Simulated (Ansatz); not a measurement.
# TiH7C16: the cost of one run

Method: DFT PBE, scalar-relativistic, plane waves, PAW, in Ansatz 0.2.0.

1 further run of the same task is left out (it didn't finish).

### Step 1. The starting structure

Symmetry: P1, No. 1, triclinic system. Conventional cell: a = 5.049 Å, b = 5.049 Å, c = 16.776 Å, α = 90.00°, β = 90.00°, γ = 120.00°. Around H (site symmetry 1) lie 1 C at 1.10 Å. C (site symmetry 1) is surrounded by 1 H at 1.10 Å. Only part of the 24 independent sites is listed.

Structure file:

```cif
data_structure
_symmetry_space_group_name_H-M 'P1'
_symmetry_Int_Tables_number 1
_cell_length_a 5.0487
_cell_length_b 5.0487
_cell_length_c 16.7764
_cell_angle_alpha 90.000
_cell_angle_beta 90.000
_cell_angle_gamma 120.000
_cell_volume 370.34
loop_
_atom_site_label
_atom_site_type_symbol
_atom_site_symmetry_multiplicity
_atom_site_Wyckoff_symbol
_atom_site_fract_x
_atom_site_fract_y
_atom_site_fract_z
_atom_site_occupancy
H1 H 1 a 0.33333 0.16667 0.05961 1
H2 H 1 a 0.83333 0.16667 0.05961 1
H3 H 1 a 0.83333 0.66667 0.05961 1
H4 H 1 a 0.33333 0.66667 0.05961 1
C1 C 1 a 0.33333 0.16667 0.12518 1
C2 C 1 a 0.83333 0.16667 0.12518 1
C3 C 1 a 0.83333 0.66667 0.12518 1
C4 C 1 a 0.33333 0.66667 0.12518 1
C5 C 1 a 0.16667 0.33333 0.15589 1
C6 C 1 a 0.66667 0.33333 0.15589 1
C7 C 1 a 0.66667 0.83333 0.15589 1
C8 C 1 a 0.16667 0.83333 0.15589 1
C9 C 1 a 0.16667 0.33333 0.24804 1
C10 C 1 a 0.66667 0.33333 0.24804 1
C11 C 1 a 0.66667 0.83333 0.24804 1
C12 C 1 a 0.16667 0.83333 0.24804 1
C13 C 1 a 0.00000 0.00000 0.27875 1
C14 C 1 a 0.50000 0.00000 0.27875 1
C15 C 1 a 0.50000 0.50000 0.27875 1
C16 C 1 a 0.00000 0.50000 0.27875 1
H5 H 1 a 0.50000 0.00000 0.34432 1
H6 H 1 a 0.50000 0.50000 0.34432 1
H7 H 1 a 0.00000 0.50000 0.34432 1
Ti1 Ti 1 a 0.19304 0.84443 0.42956 1
```

### Step 2. End point A relaxed

Contents of input.yaml:

```yaml
crystal:
  lattice:
    - [5.048742, 0.0, 0.0]
    - [2.524371, 4.372339, 0.0]
    - [0.0, 0.0, 16.776426]
  atoms:
    - { symbol: H, position: [0.1666667, 0.1666667, 0.0596075] }
    - { symbol: H, position: [0.6666667, 0.1666667, 0.0596075] }
    - { symbol: H, position: [0.1666667, 0.6666667, 0.0596075] }
    - { symbol: H, position: [0.6666667, 0.6666667, 0.0596075] }
    - { symbol: C, position: [0.1666667, 0.1666667, 0.1251757] }
    - { symbol: C, position: [0.6666667, 0.1666667, 0.1251757] }
    - { symbol: C, position: [0.1666667, 0.6666667, 0.1251757] }
    - { symbol: C, position: [0.6666667, 0.6666667, 0.1251757] }
    - { symbol: C, position: [-0.1666667, 0.3333333, 0.1558905] }
    - { symbol: C, position: [0.3333333, 0.3333333, 0.1558905] }
    - { symbol: C, position: [-0.1666667, 0.8333333, 0.1558905] }
    - { symbol: C, position: [0.3333333, 0.8333333, 0.1558905] }
    - { symbol: C, position: [-0.1666667, 0.3333333, 0.248035] }
    - { symbol: C, position: [0.3333333, 0.3333333, 0.248035] }
    - { symbol: C, position: [-0.1666667, 0.8333333, 0.248035] }
    - { symbol: C, position: [0.3333333, 0.8333333, 0.248035] }
    - { symbol: C, position: [0.0, 0.0, 0.2787498] }
    - { symbol: C, position: [0.5, 0.0, 0.2787498] }
    - { symbol: C, position: [0.0, 0.5, 0.2787498] }
    - { symbol: C, position: [0.5, 0.5, 0.2787498] }
    - { symbol: H, position: [0.5, 0.0, 0.344318] }
    - { symbol: H, position: [0.0, 0.5, 0.344318] }
    - { symbol: H, position: [0.5, 0.5, 0.344318] }
    - { symbol: Ti, position: [0.3486147, 0.8444296, 0.4295567], spin: 1.0 }
magnetization:
  spin_polarized: true
basis:
  ecutwfc: 420.0
kpoints:
  mp_grid: { grid: [3, 3, 1] }
hamiltonian:
  xc: pbe
  pseudopotentials: { kind: paw, azcp: { folder: soft_1 } }
scf:
  occupations: { method: gaussian, width: 0.02 }
  lower_state_search: "off"
relax:
  f_tol: 0.03
  max_steps: 60
  adjacent_minimum: "off"
  constraints: [{ sites: [0, 1, 2, 3, 4, 5, 6, 7, 8, 9, 10, 11] }]
output:
  write_density: true
  write_potential: true
  elf: true
  volumetric_format: npy
```

The run is started by

```sh
> ansatz run input.yaml --threads 2 --pin off --max-ram 5120MiB --backend cpu --events-out ev --progress --plain --runs-dir out
```

**Question.** How long does this run take on 2 threads of AMD EPYC 7B13 (Zen 3), shared host, and how much memory does it need?

About 7.1 min, with a peak of 1 GiB.
